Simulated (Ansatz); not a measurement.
# Pt: rattling a relaxed structure

The cell was found from a structure generator's guess, not taken from experiment.

Method: Ansatz 0.2.0, DFT PBE, scalar-relativistic, plane waves, PAW. Cutoff 420 eV; k points 26×26×26 on the computed 1-atom cell (Γ-centred); Gaussian smearing, width 0.10 eV; no spin polarisation.

The cell below (1 atom, space group I4/mmm (No. 139)) is relaxed within its symmetry.

```
Pt
1.0
    -1.70035    1.70035    1.36788
     1.70035   -1.70035    1.36788
     1.70035    1.70035   -1.36788
Pt
1
Direct
  0.50000 0.50000 0.00000
```

For the test a repeat of it with 8 atoms (edges 5.47, 5.53, 5.53 Å) was strained at random (σ = 1.5 % a component), the atoms were moved at random (σ = 0.05 Å), and all was relaxed again on a coarse 6×6×6 mesh (in the run’s order of axes) with 0.20 eV smearing, with no symmetry imposed.

Spin–orbit coupling, which can matter for Pt, is left out.

Question: Is the structure stable against such a distortion?

Answer: It returns, within 1 meV/atom of the unmoved cell on that mesh and with the same symmetry when read at 0.1 Å. No instability shows in this cell; modes of other wave vectors, which need another repeat, aren't tested.
